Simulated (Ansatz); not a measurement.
**Debugging a calculation of CuO**

Intended: CuO, PBEsol, plane waves and PAW in Ansatz. The input:

```yaml
crystal:
  lattice:
    - [2.34465, -1.7134, 0.0]
    - [2.34465, 1.7134, 0.0]
    - [-0.86055, 0.0, 5.05944]
  atoms:
    - { symbol: Cu, position: [0.0032, 0.4968, 0.0] }
    - { symbol: Cu, position: [0.4968, 0.0032, 0.5] }
    - { symbol: O, position: [0.5714, 0.4056, 0.2537] }
    - { symbol: O, position: [0.4056, 0.5714, 0.7537] }
basis:
  ecutwfc: 420
kpoints:
  mp_grid: { grid: [16, 16, 8] }
hamiltonian:
  xc: pbesol
  hubbard: { sites: [{ species: Fe, l: d, u_eff: 4.0 }] }
scf:
  occupations: { method: gaussian, width: 0.1 }
output:
  forces: true
  stress: true
  eigenvalues: true
```

Command:

```bash
ansatz run input.yaml --threads 1 --pin off --max-ram 2560MiB --backend cpu --events-out ev --progress --plain --runs-dir out
```

The program printed:

```text
Error: inconsistent input (hamiltonian.hubbard.sites[].species, crystal.atoms): hamiltonian.hubbard: Fe is not a species of this cell
```

Task: What is wrong, and how is it cured?

Result: The fault is a Hubbard U on a species that isn't in the cell. The entry names no atom of the cell. The cure is the entry removed.

The change to the input:

```diff
 hamiltonian:
-  hubbard: { sites: [{ species: Fe, l: d, u_eff: 4.0 }] }
```

With the mended input the run converges and gives a pressure of -2.71 GPa, a largest force of 0.758 eV/Å, no gap.

Time of the mended run: 88 s on 1 thread of Intel(R) Xeon(R) Platinum 8488C (Sapphire Rapids) (shared host), peak memory 0.77 GiB.